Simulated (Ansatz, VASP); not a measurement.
**Al2Cu in VASP and in Ansatz**

INCAR

```
SYSTEM = Al2Cu
PREC     = Accurate       ! precision mode
ENCUT    = 520            ! plane-wave cutoff, eV
EDIFF    = 1E-6           ! SCF threshold, eV
ISMEAR   = 0              ! smearing method
SIGMA    = 0.1            ! smearing width, eV
LREAL    = .FALSE.        ! projectors in reciprocal space
LASPH    = .TRUE.         ! aspherical terms in the spheres
NELM     = 60             ! most SCF steps
ALGO     = Normal         ! electronic algorithm
ISIF     = 2              ! what is computed and relaxed
LWAVE    = .FALSE.        ! write WAVECAR
LCHARG   = .TRUE.         ! write CHGCAR
GGA      = PE             ! functional
LELF     = .TRUE.         ! ELF
LVHAR    = .TRUE.       
NBANDS   = 26             ! bands
```

File KPOINTS:

```
Automatic mesh
0
G
  6 6 4
  0 0 0
```

File POSCAR:

```
Al2Cu
1.0
    4.1655231000     -2.4049658800      0.0000000000
    4.1655231000      2.4049658800      0.0000000000
    0.0000000000      0.0000000000      4.3937794400
Al Cu
4 2
Direct
    0.0000000000      0.3333333300      0.2500000000
    0.6666666700      0.0000000000      0.2500000000
    0.3333333300      0.0000000000      0.7500000000
    0.0000000000      0.6666666700      0.7500000000
    0.3333333300      0.6666666700      0.2500000000
    0.6666666700      0.3333333300      0.7500000000
```

Input for Ansatz:

```yaml
crystal:
  lattice:
    - [4.1655231, -2.40496588, 0.0]
    - [4.1655231, 2.40496588, 0.0]
    - [0.0, 0.0, 4.39377944]
  atoms:
    - { symbol: Al, position: [0.0, 0.33333333, 0.25] }
    - { symbol: Al, position: [0.66666667, 0.0, 0.25] }
    - { symbol: Al, position: [0.33333333, 0.0, 0.75] }
    - { symbol: Al, position: [0.0, 0.66666667, 0.75] }
    - { symbol: Cu, position: [0.33333333, 0.66666667, 0.25] }
    - { symbol: Cu, position: [0.66666667, 0.33333333, 0.75] }
basis:
  ecutwfc: 420
kpoints:
  mp_grid: { grid: [6, 6, 4] }
hamiltonian:
  xc: pbe
scf:
  occupations: { method: gaussian, width: 0.1 }
  lower_state_search: "off"
output:
  forces: true
  stress: true
  eigenvalues: true
```

Alike in both runs: task single point; functional PBE; k mesh 6 × 6 × 4; occupations gaussian, width 0.1 eV; no spin polarisation.

```csv
,VASP,Ansatz
version,VASP 6.6.1,Ansatz 0.2.0
potentials or method,"VASP PAW PBE potentials, release 64 (Al, Cu)","scalar-relativistic, plane waves, PAW"
plane-wave cutoff (eV),520,420
valence electrons in the cell,34,50
```

|  | VASP | Ansatz | Ansatz less VASP |
| --- | --- | --- | --- |
| gap on the k mesh at the Fermi level (eV) | none | none | - |
| pressure (GPa) | 0.8 | 0.5 | -0.27 |
| largest component of the traceless stress (GPa) | 3.08 | 3.06 | -0.020 |
| rms of the force components (eV/Å) | 0.221 | 0.227 | +0.0055 |

Atom by atom the forces differ by 0.006 eV/Å (rms over components). A gap of «none» marks a metal or a gap that the smearing closes. The functional is the same, so the differences come from potentials, cutoffs and numerics. The two sets of potentials don't hold the same shells in valence.
